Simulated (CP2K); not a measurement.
# BeTe (F-43m) in CP2K: notebook, part 2 of 3

CP2K 2026.2. Earlier steps stand in the parts before.

## 3. Band structure, PBE, spin-orbit coupling, no magnetisation

File bete_bands.inp:

```
&GLOBAL
  PROJECT bete_bands
  RUN_TYPE ENERGY_FORCE
  PRINT_LEVEL LOW
&END GLOBAL
&FORCE_EVAL
  METHOD QS
  STRESS_TENSOR ANALYTICAL
  &DFT
    BASIS_SET_FILE_NAME BASIS_MOLOPT_UZH
    POTENTIAL_FILE_NAME GTH_SOC_POTENTIALS
    &MGRID
      CUTOFF 850
      REL_CUTOFF 60
      NGRIDS 4
    &END MGRID
    &QS
      METHOD GPW
      EPS_DEFAULT 1.0E-9
    &END QS
    &KPOINTS
      SCHEME MONKHORST-PACK 8 8 8
      GAMMA_CENTERED T
    &END KPOINTS
    &SCF
      SCF_GUESS ATOMIC
      EPS_SCF 1.0E-6
      MAX_SCF 100
      ADDED_MOS 10
      CHOLESKY OFF
      EPS_EIGVAL 1.0E-7
      &DIAGONALIZATION ON
        ALGORITHM STANDARD
      &END DIAGONALIZATION
      &MIXING ON
        METHOD BROYDEN_MIXING
        ALPHA 0.4
        BETA 1.5
        NBUFFER 8
      &END MIXING
      &SMEAR ON
        METHOD FERMI_DIRAC
        ELECTRONIC_TEMPERATURE [K] 1160.452
      &END SMEAR
    &END SCF
    &XC
      &XC_FUNCTIONAL PBE
      &END XC_FUNCTIONAL
    &END XC
    &PRINT
      &KPOINTS ON
      &END KPOINTS
      &MULLIKEN ON
      &END MULLIKEN
      &MO ON
        ENERGIES T
        OCCUPATION_NUMBERS T
        &EACH
          QS_SCF 0
        &END EACH
        ADD_LAST NUMERIC
      &END MO
    &END PRINT
  &END DFT
  &PROPERTIES
    &BANDSTRUCTURE ON
      &BANDSTRUCTURE_PATH
        NPOINTS 8
        SPECIAL_POINT GAMMA 0.00000000 0.00000000 0.00000000
        SPECIAL_POINT X 0.50000000 0.00000000 0.50000000
        SPECIAL_POINT W 0.50000000 0.25000000 0.75000000
        SPECIAL_POINT K 0.37500000 0.37500000 0.75000000
        SPECIAL_POINT GAMMA 0.00000000 0.00000000 0.00000000
        SPECIAL_POINT L 0.50000000 0.50000000 0.50000000
        SPECIAL_POINT U 0.62500000 0.25000000 0.62500000
        SPECIAL_POINT W 0.50000000 0.25000000 0.75000000
        SPECIAL_POINT L 0.50000000 0.50000000 0.50000000
        SPECIAL_POINT K 0.37500000 0.37500000 0.75000000
      &END BANDSTRUCTURE_PATH
      &SOC ON
      &END SOC
    &END BANDSTRUCTURE
  &END PROPERTIES
  &SUBSYS
    &CELL
      ABC 3.9173715678 3.9173715678 3.9173715678
      ALPHA_BETA_GAMMA 59.9999999997 59.9999999998 60.0000000002
      PERIODIC XYZ
    &END CELL
    &COORD
      Te  5.8760573517 3.3925432938 2.3988903685
      Be  0.0000000000 0.0000000000 0.0000000000
    &END COORD
    &KIND Te
      BASIS_SET TZVP-MOLOPT-PBE-GTH-q6
      POTENTIAL GTH-PBE-q6
    &END KIND
    &KIND Be
      BASIS_SET TZVP-MOLOPT-PBE-GTH-q4
      POTENTIAL GTH-PBE-q4
    &END KIND
    &PRINT
      &ATOMIC_COORDINATES ON
      &END ATOMIC_COORDINATES
      &CELL ON
      &END CELL
    &END PRINT
  &END SUBSYS
  &PRINT
    &FORCES ON
    &END FORCES
    &STRESS_TENSOR ON
    &END STRESS_TENSOR
  &END PRINT
&END FORCE_EVAL
```

Potentials or basis: GTH_SOC_POTENTIALS Te GTH-PBE-q6, Be GTH-PBE-q4; TZVP-MOLOPT-PBE-GTH basis.

Command:

```console
> OMP_NUM_THREADS=2 cp2k.psmp -i bete_bands.inp -o bete_bands.out
```

Run time: 40 s. Hardware: 2 threads of Intel Xeon at 2.70GHz, shared host; peak memory 0.49 GiB.

The run converged. Its results:

```yaml
Free_energy: -621.8567 eV
Pressure: 5.5 GPa
Band_gap_along_the_path: 2.24 eV, indirect (least direct gap 3.59 eV)
Mulliken_charges: Te -0.35; Be +0.35 e
```

Caveat: Mulliken charges move with the basis; the basis of atomic orbitals isn't converged, which shifts pressures, moduli and gaps.

## 4. Band structure, LDA

File bete_bands.inp:

```
&GLOBAL
  PROJECT bete_bands
  RUN_TYPE ENERGY_FORCE
  PRINT_LEVEL LOW
&END GLOBAL
&FORCE_EVAL
  METHOD QS
  STRESS_TENSOR ANALYTICAL
  &DFT
    BASIS_SET_FILE_NAME BASIS_MOLOPT_UZH
    POTENTIAL_FILE_NAME GTH_POTENTIALS
    &MGRID
      CUTOFF 850
      REL_CUTOFF 60
      NGRIDS 5
    &END MGRID
    &QS
      METHOD GPW
      EPS_DEFAULT 1.0E-9
    &END QS
    &KPOINTS
      SCHEME MONKHORST-PACK 8 8 8
      GAMMA_CENTERED T
      SYMMETRY T
      SYMMETRY_BACKEND SPGLIB
    &END KPOINTS
    &SCF
      SCF_GUESS ATOMIC
      EPS_SCF 1.0E-6
      MAX_SCF 100
      ADDED_MOS 10
      CHOLESKY OFF
      EPS_EIGVAL 1.0E-7
      &DIAGONALIZATION ON
        ALGORITHM STANDARD
      &END DIAGONALIZATION
      &MIXING ON
        METHOD BROYDEN_MIXING
        ALPHA 0.4
        BETA 1.5
        NBUFFER 8
      &END MIXING
      &SMEAR ON
        METHOD FERMI_DIRAC
        ELECTRONIC_TEMPERATURE [K] 580.226
      &END SMEAR
    &END SCF
    &XC
      &XC_FUNCTIONAL
        &LDA_X
        &END LDA_X
        &LDA_C_PW
        &END LDA_C_PW
      &END XC_FUNCTIONAL
    &END XC
    &PRINT
      &KPOINTS ON
      &END KPOINTS
      &MULLIKEN ON
      &END MULLIKEN
      &MO ON
        ENERGIES T
        OCCUPATION_NUMBERS T
        &EACH
          QS_SCF 0
        &END EACH
        ADD_LAST NUMERIC
      &END MO
      &BAND_STRUCTURE
        FILE_NAME bands.bs
        ADDED_MOS 2
        &KPOINT_SET
          UNITS B_VECTOR
          NPOINTS 6
          SPECIAL_POINT GAMMA 0.00000000 0.00000000 0.00000000
          SPECIAL_POINT X 0.50000000 0.00000000 0.50000000
          SPECIAL_POINT W 0.50000000 0.25000000 0.75000000
          SPECIAL_POINT K 0.37500000 0.37500000 0.75000000
          SPECIAL_POINT GAMMA 0.00000000 0.00000000 0.00000000
          SPECIAL_POINT L 0.50000000 0.50000000 0.50000000
          SPECIAL_POINT U 0.62500000 0.25000000 0.62500000
          SPECIAL_POINT W 0.50000000 0.25000000 0.75000000
          SPECIAL_POINT L 0.50000000 0.50000000 0.50000000
          SPECIAL_POINT K 0.37500000 0.37500000 0.75000000
        &END KPOINT_SET
        &KPOINT_SET
          UNITS B_VECTOR
          NPOINTS 6
          SPECIAL_POINT U 0.62500000 0.25000000 0.62500000
          SPECIAL_POINT X 0.50000000 0.00000000 0.50000000
        &END KPOINT_SET
      &END BAND_STRUCTURE
    &END PRINT
  &END DFT
  &SUBSYS
    &CELL
      A 3.9173715678 0.0000000000 0.0000000000
      B 1.9586857839 3.3925432938 0.0000000000
      C 1.9586857839 1.1308477646 3.1985204913
      PERIODIC XYZ
    &END CELL
    &COORD
      SCALED
      Te  0.7500000000 0.7500000000 0.7500000000
      Be  0.0000000000 0.0000000000 0.0000000000
    &END COORD
    &KIND Te
      BASIS_SET TZVP-MOLOPT-PBE-GTH-q6
      POTENTIAL GTH-PADE-q6
    &END KIND
    &KIND Be
      BASIS_SET TZVP-MOLOPT-PBE-GTH-q4
      POTENTIAL GTH-PADE-q4
    &END KIND
    &PRINT
      &ATOMIC_COORDINATES ON
      &END ATOMIC_COORDINATES
      &CELL ON
      &END CELL
    &END PRINT
  &END SUBSYS
  &PRINT
    &FORCES ON
    &END FORCES
    &STRESS_TENSOR ON
    &END STRESS_TENSOR
  &END PRINT
&END FORCE_EVAL
```

Potentials or basis: GTH_POTENTIALS Te GTH-PADE-q6, Be GTH-PADE-q4; TZVP-MOLOPT-PBE-GTH basis.

Command:

```console
> OMP_NUM_THREADS=2 cp2k.psmp -i bete_bands.inp -o bete_bands.out
```

Wall time 19 s (2 threads of Intel Xeon at 2.70GHz, shared host); peak memory 0.43 GiB.

Results (log left out):

```yaml
Free_energy: -619.6857 eV
Pressure: 1.6 GPa
Band_gap_on_the_k_mesh: 2.54 eV, indirect (least direct gap 3.93 eV)
Band_gap_along_the_path: 2.54 eV, indirect (least direct gap 3.93 eV)
Mulliken_charges: Te -0.28; Be +0.28 e
```

Levels at the corners of the path, in eV from the valence-band top:
```tsv
point	band 3	band 4	band 5	band 6	band 7	band 8
Γ	0.00	0.00	0.00	3.93	3.93	3.93
X	-5.39	-2.84	-2.84	2.65	2.79	10.61
W	-4.81	-3.98	-3.49	6.39	6.64	6.68
K	-5.01	-4.19	-2.40	3.15	6.21	9.01
Γ	0.00	0.00	0.00	3.93	3.93	3.93
L	-5.90	-1.21	-1.21	3.23	5.34	5.34
U	-5.01	-4.19	-2.40	3.15	6.21	9.01
W	-4.81	-3.98	-3.49	6.39	6.64	6.68
L	-5.90	-1.21	-1.21	3.23	5.34	5.34
K	-5.01	-4.19	-2.40	3.15	6.21	9.01
U	-5.01	-4.19	-2.40	3.15	6.21	9.01
X	-5.39	-2.84	-2.84	2.65	2.79	10.61
```

Caveat: Mulliken charges move with the basis; spin-orbit coupling is left out, which moves the levels of the heavy elements; the basis of atomic orbitals isn't converged, which shifts pressures, moduli and gaps.

## 5. Band structure, PBEsol

bete_bands.inp: that of step 4 with these lines changed.

```diff
@@ -10,3 +10,3 @@
     BASIS_SET_FILE_NAME BASIS_MOLOPT_UZH
-    POTENTIAL_FILE_NAME GTH_POTENTIALS
+    POTENTIAL_FILE_NAME POTENTIAL_UZH
     &MGRID
@@ -14,3 +14,3 @@
       REL_CUTOFF 60
-      NGRIDS 5
+      NGRIDS 4
     &END MGRID
@@ -44,3 +44,3 @@
         METHOD FERMI_DIRAC
-        ELECTRONIC_TEMPERATURE [K] 580.226
+        ELECTRONIC_TEMPERATURE [K] 300.557
       &END SMEAR
@@ -49,6 +49,6 @@
       &XC_FUNCTIONAL
-        &LDA_X
-        &END LDA_X
-        &LDA_C_PW
-        &END LDA_C_PW
+        &GGA_X_PBE_SOL
+        &END GGA_X_PBE_SOL
+        &GGA_C_PBE_SOL
+        &END GGA_C_PBE_SOL
       &END XC_FUNCTIONAL
@@ -70,6 +70,6 @@
         FILE_NAME bands.bs
-        ADDED_MOS 2
+        ADDED_MOS 4
         &KPOINT_SET
           UNITS B_VECTOR
-          NPOINTS 6
+          NPOINTS 10
           SPECIAL_POINT GAMMA 0.00000000 0.00000000 0.00000000
@@ -87,3 +87,3 @@
           UNITS B_VECTOR
-          NPOINTS 6
+          NPOINTS 10
           SPECIAL_POINT U 0.62500000 0.25000000 0.62500000
@@ -108,3 +108,3 @@
       BASIS_SET TZVP-MOLOPT-PBE-GTH-q6
-      POTENTIAL GTH-PADE-q6
+      POTENTIAL GTH-PBE-q6
     &END KIND
@@ -112,3 +112,3 @@
       BASIS_SET TZVP-MOLOPT-PBE-GTH-q4
-      POTENTIAL GTH-PADE-q4
+      POTENTIAL GTH-PBE-q4
     &END KIND
@@ -119,2 +119,4 @@
       &END CELL
+      &SYMMETRY ON
+      &END SYMMETRY
     &END PRINT
```

Potentials or basis: POTENTIAL_UZH Te GTH-PBE-q6, Be GTH-PBE-q4; TZVP-MOLOPT-PBE-GTH basis.

Command:

```console
> OMP_NUM_THREADS=2 cp2k.psmp -i bete_bands.inp -o bete_bands.out
```

bete_bands.out:

```text

 CP2K| version string:                                       CP2K version 2026.2
 CP2K| Input file name                                            bete_bands.inp

 GLOBAL| Force Environment number                                              1
 GLOBAL| Basis set file name                                    BASIS_MOLOPT_UZH
 GLOBAL| Potential file name                                       POTENTIAL_UZH
 GLOBAL| MM Potential file name                                     MM_POTENTIAL
 GLOBAL| Coordinate file name                                      __STD_INPUT__
 GLOBAL| Method name                                                        CP2K
 GLOBAL| Project name                                                 bete_bands
 GLOBAL| Run type                                                   ENERGY_FORCE
 GLOBAL| FFT library                                                       FFTW3
[... 5 lines left out ...]
 GLOBAL| Global print level                                                  LOW
 GLOBAL| Total number of message passing processes                             1
 GLOBAL| Number of threads for this process                                    2
 GLOBAL| CPU model name                     Intel(R) Xeon(R) Processor @ 2.70GHz

 CELL| Volume [angstrom^3]:                                            42.507866
 CELL| Vector a [angstrom]:       3.917     0.000     0.000   |a| =     3.917372
 CELL| Vector b [angstrom]:       1.959     3.393     0.000   |b| =     3.917372
 CELL| Vector c [angstrom]:       1.959     1.131     3.199   |c| =     3.917372
 CELL| Angle (b,c), alpha [degree]:                                    60.000000
 CELL| Angle (a,c), beta  [degree]:                                    60.000000
 CELL| Angle (a,b), gamma [degree]:                                    60.000000
 CELL| Numerically orthorhombic:                                              NO
 CELL| Periodicity                                                           XYZ

 CELL_REF| Volume [angstrom^3]:                                        42.507866
 CELL_REF| Vector a [angstrom     3.917     0.000     0.000   |a| =     3.917372
 CELL_REF| Vector b [angstrom     1.959     3.393     0.000   |b| =     3.917372
 CELL_REF| Vector c [angstrom     1.959     1.131     3.199   |c| =     3.917372
 CELL_REF| Angle (b,c), alpha [degree]:                                60.000000
 CELL_REF| Angle (a,c), beta  [degree]:                                60.000000
 CELL_REF| Angle (a,b), gamma [degree]:                                60.000000
 CELL_REF| Numerically orthorhombic:                                          NO
[... 446 lines left out ...]
 MO|     10               0.606311              16.498570               0.000000
 MO|     11               0.640648              17.432919               0.000000
 MO|     12               0.750402              20.419469               0.000000
 MO|     13               0.844241              22.972963               0.000000
 MO|     14               0.917189              24.957994               0.000000
 MO|     15               0.992136              26.997382               0.000000
 MO| Sum:                                                              10.000000
 MO| E(Fermi):            0.226403 a.u.          6.160744 eV
 MO| Band gap:            0.231716 a.u.          6.305326 eV

 [... the levels of further k-points ...]

 !-----------------------------------------------------------------------------!
                     Mulliken Population Analysis

 #  Atom  Element  Kind  Atomic population                           Net charge
       1     Te       1          6.378987                             -0.378987
       2     Be       2          3.621013                              0.378987
 # Total charge                             10.000000                  0.000000

 !-----------------------------------------------------------------------------!

 KPOINTS| Band Structure Calculation
 KPOINTS| Number of k-point sets                                               2
 KPOINTS| Number of added MOs/bands                                            4
 KPOINTS| Number of k-points in set    1                                      91
 KPOINTS| In units of b-vector [2pi/Bohr]
 KPOINTS| Special point     1       GAMMA     0.000000     0.000000     0.000000
 KPOINTS| Special point     2           X     0.500000     0.000000     0.500000
 KPOINTS| Special point     3           W     0.500000     0.250000     0.750000
 KPOINTS| Special point     4           K     0.375000     0.375000     0.750000
 KPOINTS| Special point     5       GAMMA     0.000000     0.000000     0.000000
 KPOINTS| Special point     6           L     0.500000     0.500000     0.500000
 KPOINTS| Special point     7           U     0.625000     0.250000     0.625000
 KPOINTS| Special point     8           W     0.500000     0.250000     0.750000
 KPOINTS| Special point     9           L     0.500000     0.500000     0.500000
 KPOINTS| Special point    10           K     0.375000     0.375000     0.750000
 KPOINTS| Number of k-points in set    2                                      11
 KPOINTS| In units of b-vector [2pi/Bohr]
 KPOINTS| Special point     1           U     0.625000     0.250000     0.625000
 KPOINTS| Special point     2           X     0.500000     0.000000     0.500000

 ENERGY| Total FORCE_EVAL ( QS ) energy [hartree]            -22.752355542486953

 FORCES| Atomic forces [hartree/bohr]
 FORCES|   Atom     x               y               z               |f|
 FORCES|      1  5.71657435E-09  2.63987565E-09  2.07250047E-09   6.62898363E-09
 FORCES|      2 -6.60080802E-09 -3.15039855E-09 -2.43343307E-09   7.70826012E-09
 FORCES| Sum    -8.84233670E-10 -5.10522901E-10 -3.60932599E-10
 FORCES| Total atomic force                                       1.08294744E-09

 STRESS| Analytical stress tensor [bar]
 STRESS|                        x                   y                   z
 STRESS|      x        4.36092922517E+04   8.60944888550E-01   6.11040202185E-01
 STRESS|      y        8.60944888550E-01   4.36082947671E+04   3.45656734860E-01
 STRESS|      z        6.11040202185E-01   3.45656734860E-01   4.36080535349E+04
 STRESS| 1/3 Trace                                             4.36085468513E+04
 STRESS| Determinant                                           8.29306071499E+13

 STRESS| Eigenvectors and eigenvalues of the analytical stress tensor [bar]
 STRESS|                        1                   2                   3
 STRESS| Eigenvalues   4.36077955448E+04   4.36078080570E+04   4.36100369521E+04
 STRESS|      x          -0.576348078100     -0.008370068936      0.817161449663
 STRESS|      y           0.674672265925     -0.569120578801      0.470020319111
 STRESS|      z           0.461129294734      0.822211474458      0.333658605175
```

It took 24 s on 2 threads of Intel Xeon at 2.70GHz, shared host; peak memory 0.44 GiB.

What came out:

```
Free energy             : -619.1231 eV
Pressure                : 4.4 GPa
Band gap on the k mesh  : 2.42 eV, indirect (least direct gap 3.86 eV)
Band gap along the path : 2.41 eV, indirect (least direct gap 3.86 eV)
Mulliken charges        : Te -0.38; Be +0.38 e
```

Levels at the corners of the path, in eV from the valence-band top:
| point | band 2 | band 3 | band 4 | band 5 | band 6 | band 7 | band 8 | band 9 |
| --- | --- | --- | --- | --- | --- | --- | --- | --- |
| Γ | -12.73 | 0.00 | 0.00 | 0.00 | 3.86 | 3.86 | 3.86 | 3.97 |
| X | -10.65 | -5.51 | -2.90 | -2.90 | 2.48 | 2.71 | 10.66 | 10.66 |
| W | -10.61 | -4.93 | -4.06 | -3.57 | 6.34 | 6.57 | 6.64 | 6.73 |
| K | -10.68 | -5.13 | -4.28 | -2.45 | 3.02 | 6.16 | 9.03 | 9.33 |
| Γ | -12.73 | 0.00 | 0.00 | 0.00 | 3.86 | 3.86 | 3.86 | 3.97 |
| L | -11.21 | -6.01 | -1.23 | -1.23 | 3.10 | 5.28 | 5.28 | 10.76 |
| U | -10.68 | -5.13 | -4.28 | -2.45 | 3.02 | 6.16 | 9.03 | 9.33 |
| W | -10.61 | -4.93 | -4.06 | -3.57 | 6.34 | 6.57 | 6.64 | 6.73 |
| L | -11.21 | -6.01 | -1.23 | -1.23 | 3.10 | 5.28 | 5.28 | 10.76 |
| K | -10.68 | -5.13 | -4.28 | -2.45 | 3.02 | 6.16 | 9.03 | 9.33 |
| U | -10.68 | -5.13 | -4.28 | -2.45 | 3.02 | 6.16 | 9.03 | 9.33 |
| X | -10.65 | -5.51 | -2.90 | -2.90 | 2.48 | 2.71 | 10.66 | 10.66 |

Caveat: Mulliken charges move with the basis; the potentials were made for another functional, which shifts forces and pressure; spin-orbit coupling is left out, which moves the levels of the heavy elements; the basis of atomic orbitals isn't converged, which shifts pressures, moduli and gaps. As with any semilocal functional, this PBEsol gap is likely too small.

[end of part 2 of 3]
